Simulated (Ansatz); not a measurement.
The reference is BeO in the wurtzite structure (space group P6_3mc, No. 186).

```xyz
4
Lattice="2.7118 0.0000 0.0000 -1.3559 2.3485 0.0000 0.0000 0.0000 4.4046" Properties=species:S:1:pos:R:3 pbc="T T T"
Be     1.3559     0.7828     0.0066
Be     0.0000     1.5657     2.2088
O      1.3559     0.7828     2.7472
O      0.0000     1.5657     0.5449
```

Cartesian axes are those of the cell as printed.

All numbers come from Ansatz (a first-principles code) PBE, spin-orbit coupling left out.

For the base:

- Electron mass: 0.53 mₑ along c, 0.60 mₑ across (at Γ)
- Band gap: 7.45 eV

It is then changed as follows: tensile biaxial strain of 2.09 % in the plane normal to [001], as in epitaxy on a mismatched substrate; the out-of-plane cell vector and the atoms relax.

### Question
Predict the new electron mass.

### Answer
The electron mass goes from 0.53 mₑ along c, 0.60 mₑ across (at Γ) to 0.55 mₑ (at Γ).

### Question
How does this affect the band gap?

### Answer
The band gap shrinks by 0.425 eV, from 7.45 eV to 7.03 eV.

Effective masses come from finite differences of ±0.01 Å⁻¹. Stability against distortions was not tested.
